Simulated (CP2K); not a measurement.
**HfN under changes of volume**

One of the cells (11.482 Å³/atom); the others are scaled copies at fixed shape and fractional positions:

```
Hf N
1.0
     3.19047    0.00000    0.00000
     1.59523    2.76302    0.00000
     1.59523    0.92101    2.60500
Hf N
1 1
Cartesian
  0.0000 0.0000 0.0000
  3.1905 1.8420 1.3025
```

- Program: CP2K 2026.2
- Functional: PBEsol
- Potentials or basis: POTENTIAL_UZH Hf GTH-PBE-q12, N GTH-PBE-q5; TZVP-MOLOPT-PBE-GTH basis
- Density cutoff: 6123 eV
- k mesh: 10 × 10 × 10
- Occupations: fermi-dirac, width 0.05 eV
- Spin: no spin polarisation

| volume (Å³/atom) | energy over the lowest point (meV/atom) | pressure (GPa) |
| --- | --- | --- |
| 10.793 | 22.15 | 14.7 |
| 11.023 | 6.43 | 7.7 |
| 11.252 | 0.00 | 1.4 |
| 11.482 | 2.17 | -4.3 |
| 11.712 | ? | ? |
| 11.941 | 28.82 | -13.9 |
| 12.171 | 51.81 | -18.1 |

Task: What does the run at 11.712 Å³/atom give?

Result: Energy over the lowest point 12.04 meV/atom; pressure -9.4 GPa.

Worked out: A Birch-Murnaghan fit of order 3 (a polynomial in V^(-2/3)) to the other rows has its minimum at 11.31 Å³/atom with B0 = V·E''(V) = 285 GPa and B' = 4.1. It gives 12.06 meV/atom at 11.712 Å³/atom, against the run's 12.04, and -dE/dV = -9.4 GPa, against -9.4.

Energies are extrapolated to zero smearing.

Caveats: the potentials were made for another functional, which shifts forces and pressure; the basis of atomic orbitals isn't converged, which shifts pressures, moduli and gaps.
